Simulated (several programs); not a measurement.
# What each method gives for CdF₂ (Fm-3m)

CdF₂ (started from an entry of an open crystallographic database), relaxed with r2SCAN+rVV10 in Ansatz, was computed with several methods. Space group Fm-3m (No. 225), cubic; a = 5.365 Å in the conventional setting, 12.87 Å³ an atom. Around Cd lie 8 F at 2.32 Å; around F lie 4 Cd at 2.32 Å. Calculated for a static, non-magnetic cell.

```yaml
crystal:
  lattice:
    - [0.00000, 2.68258, 2.68258]
    - [2.68258, 0.00000, 2.68258]
    - [2.68258, 2.68258, 0.00000]
  atoms:
    - { symbol: Cd, position: [0.00000, 0.00000, 0.00000] }
    - { symbol: F, position: [0.25000, 0.25000, 0.25000] }
    - { symbol: F, position: [0.75000, 0.75000, 0.75000] }
```

Gaps and times are for a single point on this cell; volume and bulk modulus come from each method's own relaxation or energy curve at fixed shape. Times are rough, from shared hosts (Arm Neoverse V2), and each method has its own mesh and cell size. A dagger marks a closed or tiny gap in a crystal that DFT finds insulating: a failure of the method or a wrong SCF state. A star marks a curve whose lowest point is an end point. PM6 (MOPAC), PM7 (MOPAC), GFN1-xTB (tblite), GFN2-xTB (tblite) treat a cluster of cells at its zone centre, which samples few k points: where these miss a band edge, the gap comes out too large for that reason alone. Gaps from k meshes are read at a limited set of points (mesh, symmetry points, PBE's band edges), so each method's own least gap may be somewhat smaller. xTB and the PM methods were fitted mostly to molecules, and can miss a solid's gap by electronvolts. Minimal bases can be far off for gaps. Times of the plane-wave ladder aren't listed, since it ran on unlike processors and cards. GLLB-SC's gap includes the derivative discontinuity. d marks a direct gap, i an indirect one (no mark: not told apart), a dash a value that wasn't computed or didn't pass its checks.

```tsv
method	kind	gap (eV)	own volume (Å³/atom)	bulk modulus (GPa)	atoms computed	processor time
PBE-D3(BJ)	semilocal	–	13.45	–	3	–
r2SCAN+rVV10	semilocal	–	12.87	–	3	–
PBE-D4	semilocal	–	13.46	–	3	–
light PBE (260 eV and a coarse mesh)	light plane-wave	3.27 i	–	–	3	0.56 s
PBE	semilocal	3.15 i	–	–	3	–
LDA	semilocal	2.86 i	–	–	3	–
GFN1-xTB (tblite)	tight binding	0.00†	–	–	cluster	3.2 s
PM7 (MOPAC)	semi-empirical	9.47	–	–	cluster	3.4 s
r2SCAN	semilocal	3.84 i	–	–	3	–
GFN2-xTB (tblite)	tight binding	4.55	–	–	cluster	6.8 s
PBE/single zeta (GPAW)	small basis	2.61 i	–	–	3	7 s
PBE/SZV (CP2K)	small basis	2.68 i	14.35*	92*	3	8.2 s
GLLB-SC (GPAW)	model potential	6.24	–	–	3	8.4 s
PBE/DZVP (CP2K)	small basis	3.08 i	13.95	91	3	21 s
PBE+SOC	semilocal	3.14 i	–	–	3	–
PM6 (MOPAC)	semi-empirical	3.17	–	–	cluster	110 s
PBE0	hybrid	6.01 i	–	–	3	–
HSE06	hybrid	5.26 i	–	–	3	–
Hartree-Fock	exact exchange	15.37 i	–	–	3	–
DDH-PBE0	hybrid	7.22 i	–	–	3	–
HSE06+SOC	hybrid	5.25 i	–	–	3	–
r2SCANh	hybrid	4.88 i	–	–	3	–
```

Against HSE06 (5.26 eV) and with closed or daggered gaps left aside, the nearest gap at the points sampled is that of HSE06+SOC (-0.01 eV) and the farthest that of Hartree-Fock (+10.11 eV). HSE06 is only a yardstick of convenience: for gaps this wide it usually falls short of measured ones, so a larger value can be the better one.

Only the rows marked +SOC include spin-orbit coupling.
